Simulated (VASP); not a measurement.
# ZnS (F-43m) in VASP: further runs

Runs on ZnS. Level: PBE+D3(BJ). Tasks: relaxation of cell and atoms.

Program: VASP 6.6.1. These are calculated values, not measurements. Logs are shortened: lines on timing, memory, paths and dates and some standing lists are left out, and cuts for length are marked.

### 1 The structure

The structure is cubic, space group F-43m (No. 216). The conventional cell has a = 5.404 Å, b = 5.404 Å, c = 5.404 Å, α = 90.00°, β = 90.00°, γ = 90.00°. Around Zn (site symmetry -43m) lie 4 S at 2.34 Å. S (site symmetry -43m) is surrounded by 4 Zn at 2.34 Å.

### 2 Relaxation of cell and atoms, PBE+D3(BJ)

INCAR

```
SYSTEM = ZnS
PREC = Accurate ; ENCUT = 600
EDIFF = 1E-6 ; ISMEAR = 0
SIGMA = 0.03 ; LREAL = .FALSE.
LASPH = .TRUE. ; NELM = 80
ALGO = Normal ; ISIF = 3
LWAVE = .FALSE. ; LCHARG = .FALSE.
GGA = PE ; IVDW = 12
IBRION = 2 ; NSW = 90
EDIFFG = -0.01
```

KPOINTS

```
regular mesh
0
G
  10 10 10
  0 0 0
```

POSCAR

```
ZnS
1.0
    0.0000000000      2.7020000000      2.7020000000
    2.7020000000      0.0000000000      2.7020000000
    2.7020000000      2.7020000000      0.0000000000
Zn S
1 1
Direct
    0.2500000000      0.2500000000      0.2500000000
    0.0000000000      0.0000000000      0.0000000000
```

Potentials or basis: VASP PAW PBE potentials, release 64 (Zn, S).

Launch:

```console
cat potpaw_PBE.64/Zn/POTCAR potpaw_PBE.64/S/POTCAR > POTCAR
mpirun -np 1 vasp_std > vasp.out
```

OUTCAR:

```text
SYSTEM = ZnS
   PREC = Accurate
   ENCUT = 600
   EDIFF = 1E-6
   ISMEAR = 0
   LREAL = .FALSE.
   LASPH = .TRUE.
   NELM = 80
   ISIF = 3
   GGA = PE
   IVDW = 12
   IBRION = 2
   NSW = 90
   EDIFFG = -0.01
 IVDW          = 12

 ion  position               nearest neighbor table
   1  0.250  0.250  0.250-   2 2.34   2 2.34   2 2.34   2 2.34
   2  0.000  0.000  0.000-   1 2.34   1 2.34   1 2.34   1 2.34

  LATTYP: Found a face centered cubic cell.
 ALAT       =     5.4040000000

  Lattice vectors:

 A1 = (   0.0000000000,   2.7020000000,   2.7020000000)
 A2 = (   2.7020000000,   0.0000000000,   2.7020000000)
 A3 = (   2.7020000000,   2.7020000000,   0.0000000000)

Analysis of symmetry for initial positions (statically):
=====================================================================
 Subroutine PRICEL returns:
 Original cell was already a primitive cell.

 Routine SETGRP: Setting up the symmetry group for a
 face centered cubic supercell.

 Subroutine GETGRP returns: Found 24 space group operations
 (whereof 24 operations were pure point group operations)
 out of a pool of 48 trial point group operations.

The static configuration has the point symmetry T_d .

Analysis of symmetry for dynamics (positions and initial velocities):
=====================================================================
 Subroutine PRICEL returns:
 Original cell was already a primitive cell.

 Routine SETGRP: Setting up the symmetry group for a
 face centered cubic supercell.

 Subroutine GETGRP returns: Found 24 space group operations
 (whereof 24 operations were pure point group operations)
 out of a pool of 48 trial point group operations.

The dynamic configuration has the point symmetry T_d .

 Subroutine INISYM returns: Found 24 space group operations
 (whereof 24 operations are pure point group operations),
 and found     1 'primitive' translations

----------------------------------------------------------------------------------------

                                     Primitive cell

  volume of cell :      39.4535

  direct lattice vectors                    reciprocal lattice vectors
     0.000000000  2.702000000  2.702000000    -0.185048113  0.185048113  0.185048113
     2.702000000  0.000000000  2.702000000     0.185048113 -0.185048113  0.185048113
     2.702000000  2.702000000  0.000000000     0.185048113  0.185048113 -0.185048113

  length of vectors
     3.821205046  3.821205046  3.821205046     0.320512733  0.320512733  0.320512733

  position of ions in fractional coordinates (direct lattice)
     0.250000000  0.250000000  0.250000000
     0.000000000  0.000000000  0.000000000

  ion indices of the primitive-cell ions
   primitive index   ion index
                 1           1
                 2           2

----------------------------------------------------------------------------------------

 KPOINTS: regular mesh

Automatic generation of k-mesh.
 Grid dimensions read from file:
 generate k-points for:   10   10   10

 Generating k-lattice:

  Cartesian coordinates                     Fractional coordinates (reciprocal lattice)
    -0.018504811  0.018504811  0.018504811     0.100000000  0.000000000  0.000000000
     0.018504811 -0.018504811  0.018504811     0.000000000  0.100000000  0.000000000
     0.018504811  0.018504811 -0.018504811     0.000000000  0.000000000  0.100000000

  Length of vectors
     0.032051273  0.032051273  0.032051273

  Shift w.r.t. Gamma in fractional coordinates (k-lattice)
     0.000000000  0.000000000  0.000000000

 Subroutine IBZKPT returns following result:
 ===========================================

 Found     47 irreducible k-points:

 Following reciprocal coordinates:
            Coordinates               Weight
  0.000000  0.000000  0.000000      1.000000
  0.100000  0.000000  0.000000      8.000000
  0.200000  0.000000  0.000000      8.000000
  0.300000  0.000000  0.000000      8.000000
  0.400000  0.000000  0.000000      8.000000
  0.500000  0.000000  0.000000      4.000000
[... 16 lines left out ...]
  0.300000  0.300000  0.000000      6.000000
  0.400000  0.300000  0.000000     24.000000
 [... further k-points ...]
   k-points           NKPTS =     47   k-points in BZ     NKDIM =     47   number of bands    NBANDS=     13
   number of dos      NEDOS =    301   number of ions     NIONS =      2
   total plane-waves  NPLWV =  32768
   dimension x,y,z NGX =    32 NGY =   32 NGZ =   32
   dimension x,y,z NGXF=    64 NGYF=   64 NGZF=   64
   ions per type =               1   1
   NGX,Y,Z   is equivalent  to a cutoff of  13.92, 13.92, 13.92 a.u.
   NGXF,Y,Z  is equivalent  to a cutoff of  27.84, 27.84, 27.84 a.u.
 SYSTEM =  ZnS
   PREC   = accura    normal or accurate (medium, high low for compatibility)
   ISTART =      0    job   : 0-new  1-cont  2-samecut
   ICHARG =      2    charge: 1-file 2-atom 10-const
   ISPIN  =      1    spin polarized calculation?
   LNONCOLLINEAR =      F non collinear calculations
   LSORBIT =      F    spin-orbit coupling
   LASPH  =      T    aspherical Exc in radial PAW
   ENCUT  =  600.0 eV  44.10 Ry    6.64 a.u.   7.63  7.63  7.63*2*pi/ulx,y,z
   NELM   =     80;   NELMIN=  2; NELMDL= -5     # of ELM steps
   EDIFF  = 0.1E-05   stopping-criterion for ELM
   LREAL  =      F    real-space projection
   EDIFFG = -.1E-01   stopping-criterion for IOM
   NSW    =     90    number of steps for IOM
   IBRION =      2    ionic relax: 0-MD 1-quasi-New 2-CG
   NFREE  =      1    steps in history (QN), initial steepest desc. (CG)
   ISIF   =      3    stress and relaxation
   ISYM   =      2    0-nonsym 1-usesym 2-fastsym
   POTIM  = 0.5000    time-step for ionic-motion
   TEBEG  =    0.0;   TEEND  =   0.0 temperature during run
   PSTRESS=    0.0 pullay stress
   NELECT =      18.0000    total number of electrons
   NUPDOWN=      -1.0000    fix difference up-down
   EMIN   =  10.00;   EMAX   =-10.00  energy-range for DOS
   EFERMI =   0.00;   METHOD = LEGACY
   ISMEAR =     0;   SIGMA  =   0.03  broadening in eV -4-tet -1-fermi 0-gaus
   EFERMI_NEDOS =   21; number of points for ismear=-14 and -15
   IALGO  =     38    algorithm
   IMIX   =      4    mixing-type and parameters
     AMIX     =   0.40;   BMIX     =  1.00
     AMIX_MAG =   1.60;   BMIX_MAG =  1.00
  volume/ion in A,a.u.               =      19.73       133.12
  Fermi-wavevector in a.u.,A,eV,Ry     =   1.260290  2.381602 21.610537  1.588330
  Thomas-Fermi vector in A             =   2.393807
   LORBIT       =      0    0 simple, 1 ext, 2 COOP (PROOUT), +10 PAW based schemes
   GGA     = PE    functional components
   LHFCALC =     F    Hartree Fock is set to
   AEXX    =    0.0000 exact exchange contribution
   IVDW    =    12    specifies the selected vdW correction
   LEPSILON=     F    determine dielectric tensor
   LRPA    =     F    only Hartree local field effects (RPA)
 conjugate gradient relaxation of ions
 non-spin polarized calculation
 Gauss-broadening in eV      SIGMA  =   0.03
  energy-cutoff  :      600.00
  volume of cell :       39.45
 maximum number of plane-waves:      1363
   NGX = 15   NGY = 15   NGZ = 15

--------------------------------------- Ionic step        1  -------------------------------------------

 number of electron      17.9999998 magnetization

 Free energy of the ion-electron system (eV)
  ---------------------------------------------------
  ext. energy  EPLUGINS =         0.00000000
  ---------------------------------------------------
  free energy    TOTEN  =        -6.84732562 eV

  energy without entropy =       -6.84732562  energy(sigma->0) =       -6.84732562

------------------------ aborting loop because EDIFF is reached ----------------------------------------

 Edisp (eV)   -0.61638

 E8    (eV) :    -0.2424

  FORCE on cell =-STRESS in cart. coord.  units (eV):
  Direction    XX          YY          ZZ          XY          YZ          ZX
  --------------------------------------------------------------------------------------
  -------------------------------------------------------------------------------------
  Total      -0.24047    -0.24047    -0.24047     0.00000     0.00000    -0.00000
  in kB      -9.76515    -9.76515    -9.76515     0.00000     0.00000    -0.00000
  external pressure =       -9.77 kB  Pullay stress =        0.00 kB
[... 61 lines left out ...]
  energy  without entropy=       -7.4652672199  energy(sigma->0) =       -7.46526722

--------------------------------------- Ionic step        3  -------------------------------------------

 number of electron      17.9999992 magnetization

 Free energy of the ion-electron system (eV)
  ---------------------------------------------------
  ext. energy  EPLUGINS =         0.00000000
  ---------------------------------------------------
  free energy    TOTEN  =        -6.83965949 eV

  energy without entropy =       -6.83965949  energy(sigma->0) =       -6.83965949

 E-fermi :   2.3962     XC(G=0):  -9.6947

 val. band max:        2.2346460211   @ k =   0.0000   0.0000   0.0000
 cond. band min:       4.4100028584   @ k =   0.0000   0.0000   0.0000
 fundamental gap:      2.1753568372
 Fermi energy:         2.3962335106

 k-point     1 :       0.0000    0.0000    0.0000
  band No.  band energies     occupation
      1     -11.0016      2.00000
      2      -4.1601      2.00000
      3      -4.1601      2.00000
      4      -4.1601      2.00000
      5      -3.6455      2.00000
      6      -3.6455      2.00000
      7       2.2346      2.00000
      8       2.2346      2.00000
      9       2.2346      2.00000
     10       4.4100      0.00000
     11       8.6220      0.00000
     12       8.6220      0.00000
     13       8.6220      0.00000
[... 353 lines left out ...]
 k-point    24 :       0.4000    0.3000    0.0000
  band No.  band energies     occupation
      1     -10.0173      2.00000
      2      -4.1851      2.00000
      3      -3.9072      2.00000
      4      -3.8982      2.00000
      5      -3.6217      2.00000
      6      -3.5863      2.00000
      7      -1.5505      2.00000
      8       0.2090      2.00000
      9       0.4216      2.00000
     10       6.2802      0.00000
     11       6.9517      0.00000
     12      11.0649      0.00000
     13      12.0065      0.00000

 [... further k-points ...]

------------------------ aborting loop because EDIFF is reached ----------------------------------------

 Edisp (eV)   -0.62574

 E8    (eV) :    -0.2462

  FORCE on cell =-STRESS in cart. coord.  units (eV):
  Direction    XX          YY          ZZ          XY          YZ          ZX
  --------------------------------------------------------------------------------------
  -------------------------------------------------------------------------------------
  Total       0.01060     0.01060     0.01060     0.00000     0.00000     0.00000
  in kB       0.43644     0.43644     0.43644     0.00000     0.00000     0.00000
  external pressure =        0.44 kB  Pullay stress =        0.00 kB
[... 17 lines left out ...]
  FREE ENERGIE OF THE ION-ELECTRON SYSTEM (eV)
  ---------------------------------------------------
  free  energy   TOTEN  =        -7.4654031394 eV

  energy  without entropy=       -7.4654031394  energy(sigma->0) =       -7.46540314

 reached required accuracy - stopping structural energy minimisation
```

Run time: 39 s. Hardware: 1 thread of Intel Xeon 6975P-C (Granite Rapids), shared host; peak memory 0.2 GiB.

Results:

```yaml
Free_energy: -7.4654 eV
Relaxed_volume: 19.46 Å³/atom
Relaxed_cell: a = 3.804 Å, b = 3.804 Å, c = 3.804 Å, α = 60.00°, β = 60.00°, γ = 60.00°
Space_group_after_relaxing_to_0.05_Å: F-43m (No. 216)
Energy_gained_by_relaxing: 0.9 meV/atom
Ionic_steps: 3
Pressure_after_relaxing: 0.0 GPa
Band_gap_on_the_k_mesh: 2.18 eV, direct
Dispersion_energy_per_atom: -0.313 eV
```

The path:
| step | energy change (eV) | largest force (eV/Å) | pressure (GPa) | volume (Å³) |
| --- | --- | --- | --- | --- |
| 1 | 0.0000 | 0.0000 | -0.98 | 39.45 |
| 2 | -0.0016 | 0.0000 | 0.31 | 38.77 |
| 3 | -0.0017 | 0.0000 | 0.04 | 38.92 |

Final structure:
```xyz
2
Lattice="0.0000 2.6897 2.6897 2.6897 0.0000 2.6897 2.6897 2.6897 0.0000" Properties=species:S:1:pos:R:3 pbc="T T T"
Zn    1.3449    1.3449    1.3449
S     0.0000    0.0000    0.0000
```

PBE gaps usually lie below the measured ones, often by a third to a half.

### 3 Relaxation of cell and atoms, PBE+D3(BJ)

This run uses another cell than the first one, of 19.46 Å³/atom, 0.986 times its volume.

INCAR

```
SYSTEM = ZnS
PREC = Accurate ; ENCUT = 600
EDIFF = 1E-7 ; ISMEAR = 0
SIGMA = 0.03 ; LREAL = .FALSE.
LASPH = .TRUE. ; NELM = 80
ALGO = Normal ; ISIF = 3
LWAVE = .FALSE. ; LCHARG = .FALSE.
GGA = PE ; IVDW = 12
IBRION = 2 ; NSW = 90
EDIFFG = -0.005
```

KPOINTS is that of step 2.

POSCAR

```
ZnS                                     
1.0
    0.0000000000      2.6897035723      2.6897035723
    2.6897035723      0.0000000000      2.6897035723
    2.6897035723      2.6897035723      0.0000000000
  Zn              S             
     1     1
Direct
     0.2500000000000000    0.2500000000000000    0.2500000000000000
     0.0000000000000000    0.0000000000000000    0.0000000000000000
```

Potentials or basis: VASP PAW PBE potentials, release 64 (Zn, S).

Launch:

```console
cat potpaw_PBE.64/Zn/POTCAR potpaw_PBE.64/S/POTCAR > POTCAR
mpirun -np 1 vasp_std > vasp.out
```

OUTCAR:

```text
SYSTEM = ZnS
   PREC = Accurate
   ENCUT = 600
   EDIFF = 1E-7
   ISMEAR = 0
   LREAL = .FALSE.
   LASPH = .TRUE.
   NELM = 80
   ISIF = 3
   GGA = PE
   IVDW = 12
   IBRION = 2
   NSW = 90
   EDIFFG = -0.005
 IVDW          = 12

 ion  position               nearest neighbor table
   1  0.250  0.250  0.250-   2 2.33   2 2.33   2 2.33   2 2.33
   2  0.000  0.000  0.000-   1 2.33   1 2.33   1 2.33   1 2.33

[... 577 lines left out ...]

------------------------ aborting loop because EDIFF is reached ----------------------------------------

 Edisp (eV)   -0.62574

 E8    (eV) :    -0.2462

  FORCE on cell =-STRESS in cart. coord.  units (eV):
  Direction    XX          YY          ZZ          XY          YZ          ZX
  --------------------------------------------------------------------------------------
  -------------------------------------------------------------------------------------
  Total       0.00292     0.00292     0.00292     0.00000     0.00000     0.00000
  in kB       0.12001     0.12001     0.12001     0.00000     0.00000     0.00000
  external pressure =        0.12 kB  Pullay stress =        0.00 kB

 VOLUME and BASIS-vectors are now :
 -----------------------------------------------------------------------------
  energy-cutoff  :      600.00
  volume of cell :       38.92
      direct lattice vectors                 reciprocal lattice vectors
     0.000000000  2.689703572  2.689703572    -0.185894091  0.185894091  0.185894091
     2.689703572  0.000000000  2.689703572     0.185894091 -0.185894091  0.185894091
     2.689703572  2.689703572  0.000000000     0.185894091  0.185894091 -0.185894091

 POSITION                                       TOTAL-FORCE (eV/Angst)
 -----------------------------------------------------------------------------------
      1.34485      1.34485      1.34485         0.000000      0.000000      0.000000
      0.00000      0.00000      0.00000        -0.000000     -0.000000     -0.000000
 -----------------------------------------------------------------------------------
    total drift:                                0.000000      0.000000      0.000000

  FREE ENERGIE OF THE ION-ELECTRON SYSTEM (eV)
  ---------------------------------------------------
  free  energy   TOTEN  =        -7.4653326238 eV

  energy  without entropy=       -7.4653326238  energy(sigma->0) =       -7.46533262

 reached required accuracy - stopping structural energy minimisation
```

OSZICAR:

```text
N       E                     dE             d eps       ncg     rms          rms(c)
DAV:   1     0.882109066721E+02    0.88211E+02   -0.95275E+03  1222   0.181E+03
DAV:   2    -0.127627641081E+01   -0.89487E+02   -0.84771E+02  1323   0.301E+02
DAV:   3    -0.719358190164E+01   -0.59173E+01   -0.58841E+01  1532   0.733E+01
DAV:   4    -0.726662453408E+01   -0.73043E-01   -0.73007E-01  1327   0.861E+00
DAV:   5    -0.726762374205E+01   -0.99921E-03   -0.99917E-03  1527   0.100E+00    0.704E+00
DAV:   6    -0.685617842725E+01    0.41145E+00   -0.96174E-01  1805   0.373E+01    0.548E+00
DAV:   7    -0.683982845106E+01    0.16350E-01   -0.35163E-01  1277   0.584E+00    0.278E+00
DAV:   8    -0.683917016617E+01    0.65828E-03   -0.56005E-03  1392   0.742E-01    0.826E-01
DAV:   9    -0.683943025096E+01   -0.26008E-03   -0.11654E-03  1395   0.324E-01    0.118E-01
DAV:  10    -0.683956801017E+01   -0.13776E-03   -0.13282E-04  1362   0.131E-01    0.587E-02
DAV:  11    -0.683958834771E+01   -0.20338E-04   -0.33169E-05  1347   0.776E-02    0.659E-03
DAV:  12    -0.683958916909E+01   -0.82138E-06   -0.29755E-06  1501   0.196E-02    0.385E-03
DAV:  13    -0.683958901168E+01    0.15740E-06   -0.35232E-07  1378   0.121E-02    0.854E-04
DAV:  14    -0.683958897478E+01    0.36903E-07   -0.96629E-08   930   0.280E-03
   1 F= -.74653326E+01 E0= -.74653326E+01  d E =-.746533E+01
```

CONTCAR:

```text
ZnS
   1.00000000000000
     0.0000000000000000    2.6897035723000000    2.6897035723000000
     2.6897035723000000    0.0000000000000000    2.6897035723000000
     2.6897035723000000    2.6897035723000000    0.0000000000000000
  Zn              S
     1     1
Direct
     0.2500000000000000    0.2500000000000000    0.2500000000000000
     0.0000000000000000    0.0000000000000000    0.0000000000000000

  0.00000000E+00  0.00000000E+00  0.00000000E+00
  0.00000000E+00  0.00000000E+00  0.00000000E+00
```

Run time: 26 s. Hardware: 1 thread of Intel Xeon 6975P-C (Granite Rapids), shared host; peak memory 0.19 GiB.

Results:

| Item | Value |
| --- | --- |
| Free energy | -7.4653 eV |
| Pressure after relaxing | 0.0 GPa |
| Band gap on the k mesh | 2.18 eV, direct |
| Dispersion energy per atom | -0.313 eV |

Final structure:
```
Zn S
1.0
     0.00000    2.68970    2.68970
     2.68970    0.00000    2.68970
     2.68970    2.68970    0.00000
Zn S
1 1
Direct
  0.25000 0.25000 0.25000
  0.00000 0.00000 0.00000
```

Caveat: the relaxation stopped at its first step, so nothing moved.
